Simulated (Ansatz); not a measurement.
# Is this LiCl structure a true minimum?

It was reached by relaxing an invented guess, and it needn't be the stable form of this composition.

These are results of Ansatz, DFT PBE, scalar-relativistic, plane waves, PAW, not measurements. Settings: cutoff 420 eV, Γ-centred mesh 6×6×6 on the computed 6-atom cell, Gaussian smearing of 0.02 eV; no spin polarisation.

The cell below (6 atoms, space group R3m (No. 160)) is relaxed within its symmetry.

```xyz
6
Lattice="5.4019 3.1188 1.2365 -5.4019 3.1188 1.2365 0.0000 -6.2375 1.2365" Properties=species:S:1:pos:R:3 pbc="T T T"
Li    3.3095   -1.9107    2.2068
Li   -3.3095   -1.9107    2.2068
Li    0.0000    3.8215    2.2068
Cl    0.0000   -3.9697    1.5027
Cl    3.4379    1.9849    1.5027
Cl   -3.4379    1.9849    1.5027
```

For the test a repeat of it with 12 atoms (edges 6.36, 6.36, 7.42 Å) was strained at random (σ = 1.5 % a component), the atoms were moved at random (σ = 0.10 Å), and all was relaxed again on a coarse 4×4×2 mesh (in the run’s order of axes) with 0.10 eV smearing, with no symmetry imposed.

Question: What happens?

Answer: It returns, within 1 meV/atom of the unmoved cell on that mesh and with the same symmetry when read at 0.1 Å (P1 at 0.01 Å, so small strains and shifts remain). So it is stable against the distortions that fit this cell and that this random move excites. Modes that don't fit the cell aren't tested. Another cell of LiCl relaxed alike, in P4_2/mnm, lies 36 meV/atom lower, so this cell isn't the stable form at this level.
